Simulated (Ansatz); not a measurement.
# BaS: pressure against volume scale

All results are calculated (Ansatz 0.2.0). Periodic Kohn-Sham DFT of a crystal at fixed atoms, scaled to volume_scale times the given cell; pressure positive in compression, energy less spherical unpolarised free atoms, largest_vzz the field gradient of largest size among the nuclei.

The cell before it is scaled or strained (space group Fm-3m, No. 225):
```
cell vectors (Å)
   0.0000     3.1937     3.1937
   3.1937     0.0000     3.1937
   3.1937     3.1937     0.0000
atoms (fractions of the cell vectors)
Ba  0.00000  0.00000  0.00000
S   0.50000  0.50000  0.50000
```

Settings of every row: method all-electron PAW; functional PBE; relativity scalar; k mesh 8x8x8; filling fermi-dirac; smearing width 0.02 eV; nucleus gaussian.

Atom start moment: 0 on all atoms.

Limits: no spin-orbit coupling on heavy atoms.

```csv
row,volume scale,V (Å³/atom),pressure (GPa)
1,0.94,30.62,4.051
2,0.95,30.946,3.44
3,0.96,31.275,2.861
4,0.98,31.926,1.793
5,0.99,32.252,?
6,1,32.576,0.834
7,1.01,32.901,0.392
8,1.02,33.229,-0.027
9,1.04,33.878,-0.801
10,1.05,34.207,-1.158
11,1.06,34.529,-1.496
```

Question: what pressure should row 5 give?

Worked fit of pressure. Take u = (V_r/V)^(2/3) − 1 with V_r = 32.739 Å³ an atom, which is twice the finite (Eulerian) strain; such expansions in the strain, on which the Birch-Murnaghan equation of state is built, carry the rest volume and the bulk modulus. The shown rows have u = 0.04562, 0.03826, 0.03097, 0.01691, 0.00333, -0.00329, -0.00986, -0.02254, -0.02882, -0.03487. Least squares give pressure = 0.6107 + 66.847 × u + 186.94 × u² GPa; a straight line predicts inner rows, each left out in turn, worse (root mean square 0.11 against 0.0024 GPa). The rows lie off it by 0.002, -0.002, 0.001, -0.002, -0.001, -0.001, 0.003, 0.000, 0.003, -0.003. The pressure vanishes at u = -0.0094, or V = 33.21 Å³ an atom, and there the bulk modulus at fixed shape and fractions is B = −V dP/dV = (2/3)(1 + u) dP/du = 41.8 GPa. The withheld row has u = 0.01004, so the fit gives 0.6107 + 66.847 × (0.01004) + 186.94 × (0.01004)² = 1.301 GPa.

The calculation gave 1.3 GPa. The fit lies 0.001 GPa (0.018 % of the column's range) above it, one unit of the last digit.
